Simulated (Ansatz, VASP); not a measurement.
Given: the input of a run of VASP 6.6.1 on La2O3.

INCAR

```
SYSTEM = La2O3
  ALGO = Normal
  EDIFF = 1E-7
  ENCUT = 520
  GGA = PE
  ISIF = 2
  ISMEAR = -1
  LASPH = .True.
  LCHARG = .False.
  LREAL = .False.
  LWAVE = .False.
  NBANDS = 28
  NELM = 60
  PREC = Accurate
  SIGMA = 0.05
```

File KPOINTS:

```
k-points
0
Gamma
  8 8 5
  0 0 0
```

File POSCAR:

```
La2O3
1.0
    3.9825045714      0.0000000000      0.0000000000
   -1.9912522857      3.4489501296      0.0000000000
    0.0000000000      0.0000000000      6.1923831845
La O
2 3
Direct
    0.3333333333      0.6666666667      0.2462356800
    0.6666666667      0.3333333333      0.7537643200
    0.0000000000      0.0000000000      0.0000000000
    0.3333333333      0.6666666667      0.6458906500
    0.6666666667      0.3333333333      0.3541093500
```

Potentials or basis: VASP PAW PBE potentials, release 64 (La, O).

Command:

```bash
$ cat potpaw_PBE.64/La/POTCAR potpaw_PBE.64/O/POTCAR > POTCAR
$ mpirun -np 1 vasp_std > vasp.out
```

Translate it to Ansatz 0.2.0. Potentials there: Ansatz PAW.

As run (the cutoff follows the program's own potentials):

input.yaml

```yaml
crystal:
  lattice:
    - [3.9825045714, 0.0, 0.0]
    - [-1.9912522857, 3.4489501296, 0.0]
    - [0.0, 0.0, 6.1923831845]
  atoms:
    - { symbol: La, position: [0.3333333333, 0.6666666667, 0.24623568] }
    - { symbol: La, position: [0.6666666667, 0.3333333333, 0.75376432] }
    - { symbol: O, position: [0.0, 0.0, 0.0] }
    - { symbol: O, position: [0.3333333333, 0.6666666667, 0.64589065] }
    - { symbol: O, position: [0.6666666667, 0.3333333333, 0.35410935] }
hamiltonian:
  xc: pbe
  pseudopotentials: { kind: paw }
kpoints:
  mp_grid: { grid: [8, 8, 5] }
scf:
  occupations: { method: fermi_dirac, width: 0.05 }
output:
  forces: true
  stress: true
  eigenvalues: true
```

Potentials or basis: Ansatz PAW.

Run with:

```bash
$ ansatz run input.yaml --threads 2 --pin off --max-ram 5120MiB --backend cpu --events-out ev --progress --plain --runs-dir out
```

Both were run:

|  | VASP | Ansatz | Ansatz less VASP |
| --- | --- | --- | --- |
| gap on the k mesh at the Fermi level (eV) | 3.83 | 3.82 | -0.017 |
| least direct gap on the mesh (eV) | 4.06 | 4.04 | -0.014 |
| pressure (GPa) | -3.3 | -3.1 | +0.27 |
| largest component of the traceless stress (GPa) | 0.99 | 0.96 | -0.034 |
| rms of the force components (eV/Å) | 0.103 | 0.098 | -0.0047 |

Atom by atom the forces differ by 0.005 eV/Å (rms over components). The functional is the same, so the differences come from potentials, cutoffs and numerics.

Caveats: spin-orbit coupling is left out, which moves the levels of the heavy elements; an odd mesh through Γ misses points on the zone boundary, where band edges often lie (VASP); odd divisions of the mesh miss points on the zone boundary, where band edges often lie, so the gap on the mesh can be too wide (Ansatz); the pressure holds a Pulay correction of +0.4 GPa for the finite cutoff (Ansatz).
